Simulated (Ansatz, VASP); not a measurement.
## Pb: VASP beside Ansatz

File INCAR:

```
SYSTEM = Pb
PREC = Accurate
ENCUT = 520
EDIFF = 1E-7
ISMEAR = -1
SIGMA = 0.05
LREAL = .False.
LASPH = .True.
NELM = 100
ALGO = Fast
ISIF = 2
LWAVE = .False.
LCHARG = .False.
GGA = PS
NBANDS = 21
```

KPOINTS

```
regular mesh
0
Gamma
  9 9 5
  0 0 0
```

Contents of POSCAR:

```
Pb
1.0
    3.0982024693     -1.7846486746      0.0000000000
    3.0982024693      1.7846486746      0.0000000000
   -2.1569528306      0.0000000000      6.2147694303
Pb
2
Direct
    0.9085084100      0.9085084100      0.7262922000
    0.0914915900      0.0914915900      0.2737078000
```

Contents of input.yaml:

```yaml
crystal:
  lattice:
    - [3.0982024693, -1.7846486746, 0.0]
    - [3.0982024693, 1.7846486746, 0.0]
    - [-2.1569528306, 0.0, 6.2147694303]
  atoms:
    - { symbol: Pb, position: [0.90850841, 0.90850841, 0.7262922] }
    - { symbol: Pb, position: [0.09149159, 0.09149159, 0.2737078] }
hamiltonian:
  xc: pbesol
  pseudopotentials: { kind: paw }
kpoints:
  mp_grid: { grid: [9, 9, 5] }
scf:
  occupations: { method: fermi_dirac, width: 0.05 }
output:
  forces: true
  stress: true
  eigenvalues: true
```

This isn't the form of Pb at room conditions, which is fcc.

Alike in both runs: task single point; functional PBEsol; k mesh 9 × 9 × 5; occupations fermi-dirac, width 0.05 eV; no spin polarisation.

```csv
,VASP,Ansatz
version,VASP 6.6.1,Ansatz 0.2.0
potentials or method,"VASP PAW PBE potentials, release 64 (Pb_d)",Ansatz PAW
plane-wave cutoff (eV),520,420
valence electrons in the cell,28,28
```

```csv
,VASP,Ansatz,Ansatz less VASP
gap on the k mesh at the Fermi level (eV),none,none,-
pressure (GPa),-3.7,-3.6,+0.06
largest component of the traceless stress (GPa),0.12,0.11,-0.003
rms of the force components (eV/Å),0.130,0.130,-0.0003
```

Atom by atom the forces differ by 0.000 eV/Å (rms over components). A gap of «none» marks a metal or a gap that the smearing closes.

Caveats: the PAW data sets were made with another functional, which shifts forces and pressure a little (VASP); the PAW data sets come from PBE, with cores solved anew for the run's functional, which leaves a small shift of forces and pressure (Ansatz). The runs have no spin-orbit coupling, so splittings on Pb are missing.
